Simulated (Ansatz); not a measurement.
Base system: RuO2 in the rutile structure (space group P4_2/mnm, No. 136; a = 4.523 Å, c = 3.119 Å). Axes: x, y, z lie along a, b, c of the conventional cell.

(Cell as relaxed with PBE.)

Levels (all Ansatz, a first-principles code, PAW): PBE (420 eV, without spin-orbit coupling); r2SCAN (500 eV, scalar-relativistic without spin-orbit coupling).

Each level relaxes its own structure.

| base | PBE | r2SCAN |
|---|---|---|
| volume per atom | 10.64 Å³ | 10.39 Å³ |
| lattice parameter a | 4.523 Å | 4.480 Å |
| band gap | zero | zero |

It is then changed as follows: the symmetric strain tensor [-0.0189 -0.0038 0.0104; -0.0038 0.0027 -0.0036; 0.0104 -0.0036 0.0074], atoms relaxed at fixed cell.

| quantity | PBE | r2SCAN |
|---|---|---|
| pressure (mean of the normal stresses, compression positive) | 1.7 GPa | … |
| energy relative to the base (free energy F) | +4.5 meV/atom | … |
| shortest interatomic distance | 1.939 Å | … |
| band gap | zero | … |

Problem. What does r2SCAN give?

Solution. 
- pressure (mean of the normal stresses, compression positive), r2SCAN: 1.9 GPa
- energy relative to the base (free energy F), r2SCAN: +4.8 meV/atom
- shortest interatomic distance, r2SCAN: 1.919 Å
- band gap, r2SCAN: zero

PBE's pressure lies 0.2 GPa below r2SCAN's; PBE's energy relative to the base lies 0.3 meV/atom below r2SCAN's; PBE's shortest interatomic distance lies 0.020 Å above r2SCAN's (1.1 %); the two agree on the band gap. Neither level is exact; r2SCAN is the comparison here, not a measurement.

Without a gap, meshes like the base's 10×10×15 leave anisotropic stresses uncertain by several tenths of a GPa, and small strain energies with them. Whether these cells are dynamically stable was not tested. Seeded moments were not kept for the base. No Hubbard U is applied, and correlation can decide whether such a compound is a metal. All final runs are without spin polarisation.
